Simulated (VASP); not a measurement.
## ZnO (zincite): single point with PBEsol

**Measured values to compare with.**

From “Electronic structure of alkaline earth and post-transition metal oxides”, 2009, arxiv:0908.1581, for a bulk crystal of ZnO: band gap 3.37 eV.

The system is ZnO (zincite).

```xyz
4
Lattice="3.2493 0.0000 0.0000 -1.6247 2.8140 0.0000 0.0000 0.0000 5.2057" Properties=species:S:1:pos:R:3 pbc="T T T"
Zn    0.0000    1.8760    2.6029
Zn    1.6247    0.9380    0.0000
O     1.6247    0.9380    1.9730
O     0.0000    1.8760    4.5759
```

```
Program             : VASP 6.6.1
Task                : single point
Functional          : PBEsol
Potentials or basis : VASP PAW PBE potentials, release 64 (Zn, O)
Cutoff              : 520 eV
k mesh              : 6 × 6 × 4
Occupations         : gaussian, width 0.01 eV
Spin                : no spin polarisation
```

| Item | Value |
| --- | --- |
| Pressure | -0.5 GPa |
| Largest force | 0.065 eV/Å |
| Band gap on the k mesh | 0.68 eV, direct |

Forces on the atoms (eV/Å):
```
Zn   0.000  0.000 -0.065
Zn   0.000  0.000 -0.065
O    0.000  0.000  0.065
O    0.000  0.000  0.065
```

Stress tensor (GPa, compression positive):
```
-1.06  0.00  0.00
 0.00 -1.06  0.00
 0.00  0.00  0.64
```

Levels at points of the mesh, in eV from the valence-band top:
```
           k point  band 14  band 15  band 16  band 17  band 18  band 19  band 20  band 21  band 22  band 23
(0.00, 0.00, 0.00)    -0.82    -0.82    -0.07     0.00     0.00     0.68     5.10     8.14    12.72    12.72
(0.50, 0.00, 0.00)    -3.56    -2.85    -2.30    -1.30    -0.83     5.68     6.70     7.47     8.40    10.53
(0.00, 0.00, 0.50)    -2.24    -0.40    -0.40    -0.40    -0.40     3.37     3.37     9.98     9.98    13.01
(0.50, 0.00, 0.50)    -3.76    -1.52    -1.52    -1.37    -1.37     5.57     5.57     8.34     8.34    11.16
```

Run time: 16 s on 1 thread of Intel(R) Xeon(R) Platinum 8488C (Sapphire Rapids), on a shared host, peak memory 0.16 GiB.

Against the measured gap of ZnO, 3.37 eV (quoted in “Electronic structure of alkaline earth and post-transition metal oxides”, 2009, arxiv:0908.1581), the calculated 0.68 eV is off by -2.69 eV. So large a miss can be the level of theory's own, or it may mean another phase, state or a wrong row. The value is that of PBEsol, without temperature or zero-point motion. Semilocal functionals fall short of measured gaps as a rule.

Caveat: the PAW data sets were made with another functional, which shifts forces and pressure a little.
